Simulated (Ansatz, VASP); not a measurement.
## BN in VASP and in Ansatz

File INCAR:

```
ALGO = Normal ; EDIFF = 1E-7
ENCUT = 520 ; GGA = PE
ISIF = 2 ; ISMEAR = 0
LASPH = T ; LCHARG = T
LELF = T ; LREAL = F
LVHAR = T ; LWAVE = F
NBANDS = 16 ; NELM = 80
PREC = Accurate ; SIGMA = 0.02
```

Contents of KPOINTS:

```
k-points
0
Gamma
  12 12 6
```

POSCAR

```
BN
1.0
    2.5545800962      0.0000000000      0.0000000000
   -1.2772900481      2.2123312593      0.0000000000
    0.0000000000      0.0000000000      4.2245145363
B N
2 2
Direct
    0.6666666667      0.3333333333      0.9998058548
    0.3333333333      0.6666666667      0.4998058548
    0.6666666667      0.3333333333      0.6251941452
    0.3333333333      0.6666666667      0.1251941452
```

Input for Ansatz:

```yaml
crystal:
  lattice:
    - [2.5545800962, 0.0, 0.0]
    - [-1.2772900481, 2.2123312593, 0.0]
    - [0.0, 0.0, 4.2245145363]
  atoms:
    - { symbol: B, position: [0.6666666667, 0.3333333333, 0.9998058548] }
    - { symbol: B, position: [0.3333333333, 0.6666666667, 0.4998058548] }
    - { symbol: "N", position: [0.6666666667, 0.3333333333, 0.6251941452] }
    - { symbol: "N", position: [0.3333333333, 0.6666666667, 0.1251941452] }
basis:
  ecutwfc: 420
kpoints:
  mp_grid: { grid: [12, 12, 6] }
  band_path: { path: [VBM, CBM], npoints: 2 }
hamiltonian:
  xc: pbe
scf:
  occupations: { method: gaussian, width: 0.02 }
output:
  forces: false
  stress: false
  eigenvalues: true
checkpoint:
  read: start.run
  write: ck
  compress: false
  write_wavefunctions: false
  write_every: 100000
```

Measurements of this composition are mostly on another form, of space group No. 194.

Alike in both runs: task single point; functional PBE; k mesh 12 × 12 × 6; occupations gaussian, width 0.02 eV; no spin polarisation.

|  | VASP | Ansatz |
| --- | --- | --- |
| version | VASP 6.6.1 | Ansatz 0.2.0 |
| potentials or method | VASP PAW PBE potentials, release 64 (B, N) | scalar-relativistic, plane waves, PAW |
| plane-wave cutoff (eV) | 520 | 420 |
| valence electrons in the cell | 16 | 16 |

|  | VASP | Ansatz | Ansatz less VASP |
| --- | --- | --- | --- |
| gap on the k mesh at the Fermi level (eV) | 5.21 | 5.23 | +0.017 |
| least direct gap on the mesh (eV) | 8.24 | 8.24 | +0.007 |

With one functional, cell and mesh, what is left measures potentials, basis and numerics.

A k mesh can miss the band edges. PBE gaps usually lie below the measured ones, often by a third to a half.
